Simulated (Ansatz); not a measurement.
The system is GaN.

```
Ga N
1.0
     3.18000    0.00000    0.00000
    -1.59000    2.75396    0.00000
     0.00000    0.00000    5.16600
Ga N
2 2
Direct
  0.66667 0.33333 0.50000
  0.33333 0.66667 0.00000
  0.66667 0.33333 0.87500
  0.33333 0.66667 0.37500
```

Program: Ansatz 0.2.0. Alike in all runs: potentials or basis Ansatz PAW; cell as given; cutoff (eV) 420.

Q: Order these runs on this cell by their pressure, lowest first.
A. level BLYP; spin off; k mesh 10 × 10 × 5; smearing fermi-dirac 0.05 eV; points for each segment of the path 14
B. level PBEsol; spin SOC, no magnetisation; k mesh 7 × 7 × 4; smearing fermi-dirac 0.05 eV; points for each segment of the path 14
C. level LDA+D4; spin off; k mesh 10 × 10 × 5; smearing gaussian 0.05 eV
D. level LDA; spin off; k mesh 10 × 10 × 5; smearing gaussian 0.1 eV
E. level PBE; spin off; k mesh 6 × 6 × 3; smearing fermi-dirac 0.05 eV

A: C (-10.3 GPa), D (-4.5 GPa), B (1.0 GPa), E (7.3 GPa), A (13.0 GPa).

Caveats: the PAW data sets come from PBE, with cores solved anew for the run's functional, which leaves a small shift of forces and pressure (some runs); the potentials were made for another functional, which shifts forces and pressure (some runs).

Not every run made on this cell is shown here.
